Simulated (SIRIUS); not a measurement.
**Zn under changes of volume**

One of the cells (15.330 Å³/atom); the others are scaled copies at fixed shape and fractional positions:

```
Zn
1.0
     2.67000    0.00000    0.00000
    -1.33500    2.31229    0.00000
     0.00000    0.00000    4.96600
Zn
2
Direct
  0.66667 0.33333 0.75000
  0.33333 0.66667 0.25000
```

* Program: SIRIUS 7.12.0
* Functional: PBEsol
* Potentials or basis: PseudoDojo 0.4.1 PBEsol standard (scalar relativistic)
* Cutoff: 1152 eV
* Density cutoff: 4606 eV
* k mesh: 11 × 11 × 6
* Occupations: fermi-dirac, width 0.05 eV
* Spin: no spin polarisation

```tsv
volume (Å³/atom)	energy over the lowest point (meV/atom)	pressure (GPa)
14.410	0.00	-1.3
14.716	4.09	-3.0
15.023	11.24	-4.5
15.330	21.06	-5.8
15.636	33.22	-6.9
15.943	?	?
16.249	63.38	-8.8
```

**Question.** What does the run at 15.943 Å³/atom give?

**Answer.** Energy over the lowest point 47.42 meV/atom; pressure -7.9 GPa.

Worked out: A Birch-Murnaghan fit of order 3 (a polynomial in V^(-2/3)) to the other rows has its minimum at 14.21 Å³/atom, just outside them, with B0 = V·E''(V) = 92 GPa and B' = 5.1 at fixed shape and positions, which overstates the stiffness. It gives 47.43 meV/atom at 15.943 Å³/atom, against the run's 47.42, and -dE/dV = -7.9 GPa, against -7.9.

Energies are extrapolated to zero smearing.
